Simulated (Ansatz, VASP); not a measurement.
## One calculation of LiF, two programs

The input INCAR:

```
PREC = Accurate
ENCUT = 520
EDIFF = 1E-6
ISMEAR = 0
SIGMA = 0.05
LREAL = F
LASPH = T
NELM = 80
ALGO = Normal
ISIF = 2
LWAVE = F
LCHARG = T
GGA = PE
LELF = T
LVHAR = T
NBANDS = 12
```

KPOINTS

```
Automatic mesh
0
Gamma
  10 10 10
```

POSCAR

```
LiF
1.0
    2.5595330000      0.0000000000      0.0000000000
    0.0000000000      2.5595330000      0.0000000000
    0.0000000000      0.0000000000      2.5595330000
Li F
1 1
Direct
    0.0000000000      0.0000000000      0.0000000000
    0.4971803925      0.4971803925      0.4971803925
```

Input for Ansatz:

```yaml
crystal:
  lattice:
    - [2.559533, 0.0, 0.0]
    - [0.0, 2.559533, 0.0]
    - [0.0, 0.0, 2.559533]
  atoms:
    - { symbol: Li, position: [0.0, 0.0, 0.0] }
    - { symbol: F, position: [0.4971803925, 0.4971803925, 0.4971803925] }
basis:
  ecutwfc: 420
kpoints:
  mp_grid: { grid: [10, 10, 10] }
hamiltonian:
  xc: pbe
scf:
  occupations: { method: gaussian, width: 0.05 }
output:
  forces: true
  stress: true
  eigenvalues: true
```

Change from the starting cell: all F atoms moved +0.013 Å, as atom 2 towards its neighbour atom 1 (Li) at 2.217 Å.

Alike in both runs: task single point; functional PBE; k mesh 10 × 10 × 10; occupations gaussian, width 0.05 eV; no spin polarisation.

|  | VASP | Ansatz |
| --- | --- | --- |
| version | VASP 6.6.1 | Ansatz 0.2.0 |
| potentials or method | VASP PAW PBE potentials, release 64 (Li_sv, F) | scalar-relativistic, plane waves, PAW |
| plane-wave cutoff (eV) | 520 | 420 |
| valence electrons in the cell | 10 | 10 |

VASP gave:

```
gap on the k mesh at the Fermi level (eV) : 7.51
least direct gap on the mesh (eV)         : 8.18
```

**Question.** What did Ansatz give for the same quantities?

**Answer.** gap on the k mesh at the Fermi level (eV): 7.50; least direct gap on the mesh (eV): 8.17.

 A k mesh can miss the band edges.
